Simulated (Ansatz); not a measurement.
The slice is one period of a {100} plane through atoms; its size isn't given.

Calculation: r2SCAN (plane waves to 500 eV, PAW, scalar-relativistic; Ansatz, a first-principles code). Near the nuclei the fields are pseudised (PAW); where an atom keeps semicore shells as valence, they peak there.

```
|9999877654433333334456778999|
|9999876554333333333455678999|
|9998876544333333333445678899|
|8888765543332222233345567888|
|8777665443322222223344566777|
|7766554433222222222334455667|
|6655544332221111122233445556|
|5554443322111111111223344455|
|4444333221111111111122333444|
|4433332211110000011112233334|
|3333322211100000001112223333|
|3333222111000000000111222333|
|3333222111000000000111222333|
|3333222111000000000111222333|
|3333222111000000000111222333|
|3333222111000000000111222333|
|3333322211100000001112223333|
|4433332211110000011112233334|
|4444333221111111111122333444|
|5554443322111111111223344455|
|6655544332221111122233445556|
|7766554433222222222334455667|
|8777665443322222223344566777|
|8888765543332222233345567888|
|9998876544333333333445678899|
|9999876554333333333455678999|
|9999877654433333334456778999|
|9999887654433333334456788999|
```
Scale: ten equal steps from -1.47 (start of '0') to 0.55 (end of '9'), in the order '0123456789'. Values: log₁₀ of the valence density in e/Å³. The map has 28 points along u (one character each, u = 0 at the left) and 28 along v (v = 0 in the bottom row). The scale is logarithmic, as a density can span decades between atoms and voids.

```
|xxxx@@@%#=:.......:=#%@@@xxx|
|xxx%@@@%*=:.......:=*%@@@%xx|
|xx%@@@@%*=:.......:=*%@@@@%x|
|@@@@@@%#*=:.......:=*#%@@@@@|
|@@@@@@%*+-:.......:-+*%@@@@@|
|@@@@%%#*=-:.......:-=*#%%@@@|
|%%%%#**=-:..     ..:-=**#%%%|
|##***+=-:..       ..:-=+***#|
|=====--:..         ..:--====|
|:::::::..           ..::::::|
|........             .......|
|.......               ......|
|.......               ......|
|.......               ......|
|.......               ......|
|.......               ......|
|........             .......|
|:::::::..           ..::::::|
|=====--:..         ..:--====|
|##***+=-:..       ..:-=+***#|
|%%%%#**=-:..     ..:-=**#%%%|
|@@@@%%#*=-:.......:-=*#%%@@@|
|@@@@@@%*+-:.......:-+*%@@@@@|
|@@@@@@%#*=:.......:=*#%@@@@@|
|xx%@@@@%*=:.......:=*%@@@@%x|
|xxx%@@@%*=:.......:=*%@@@%xx|
|xxxx@@@%#=:.......:=#%@@@xxx|
|xxxx@@@%#=:.......:=#%@@@xxx|
```
Scale: ten equal steps from 0.03 (start of ' ') to 0.82 (end of '@'), in the order ' .:-=+*#%@'. Values: electron localisation function (ELF). The map has 28 points along u (one character each, u = 0 at the left) and 28 along v (v = 0 in the bottom row). Points within 0.4 Å of a nucleus are blanked (x), as the pseudised field means little there.

Which relaxed crystal do these maps come from?
A) GaAs (zinc blende)
B) InAs (zinc blende)
C) InN (zinc blende)

C, InN (zinc blende). Atoms on the slice: N at (0.00, 0.00)

All were relaxed with their symmetry unable to fall. At this level the bands of InN touch or barely overlap; measurements give the solid a gap.
